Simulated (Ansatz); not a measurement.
Crystal: PtS2.

```
CELL_PARAMETERS angstrom
3.54320 0.00000 0.00000
-1.77160 3.06850 0.00000
0.00000 0.00000 5.03880
ATOMIC_POSITIONS crystal
Pt 0.00000 0.00000 0.00000
S 0.66667 0.33333 0.77300
S 0.33333 0.66667 0.22700
```

* Program: Ansatz 0.2.0
* Task: relaxation of cell and atoms
* Functional: PBEsol
* Dispersion: D3(BJ)
* Potentials or basis: Ansatz PAW
* Cutoff: 420 eV (not typed: the program's choice for these potentials)
* k mesh: 9 × 9 × 5
* Occupations: fermi-dirac, width 0.05 eV
* Spin: no spin polarisation

At the start: volume 18.26 Å³/atom.

Question: Where does the relaxation end?

Answer: It ends after 8 steps and the volume is 16.07 Å³/atom (-12.0 %); space group P-3m1 (No. 164, to 0.05 Å).

Step by step:
```csv
step,energy change (eV),largest force (eV/Å),volume (Å³)
1,0.0000,0.9634,54.78
2,-0.1252,0.0792,50.76
3,-0.1755,0.1064,49.11
4,-0.1822,0.1193,47.33
5,-0.1878,0.0169,48.51
6,-0.1882,0.0210,48.15
7,-0.1883,0.0004,48.20
8,-0.1873,0.0003,48.20
```

Final structure:
```
CELL_PARAMETERS angstrom
3.55878 0.00000 0.00000
-1.77939 3.08199 0.00000
0.00000 0.00000 4.39495
ATOMIC_POSITIONS crystal
Pt 0.00000 0.00000 0.00000
S 0.66667 0.33333 0.72941
S 0.33333 0.66667 0.27059
```

Caveat: the plane-wave basis is chosen anew once the cell has moved, so the energies of steps on either side of that aren't comparable; the volume moved by -12 % from the deposited cell, more than functionals usually miss; pairwise dispersion overbinds metals, which lowers pressure and volume; the PAW data sets come from PBE, with cores solved anew for the run's functional, which leaves a small shift of forces and pressure.
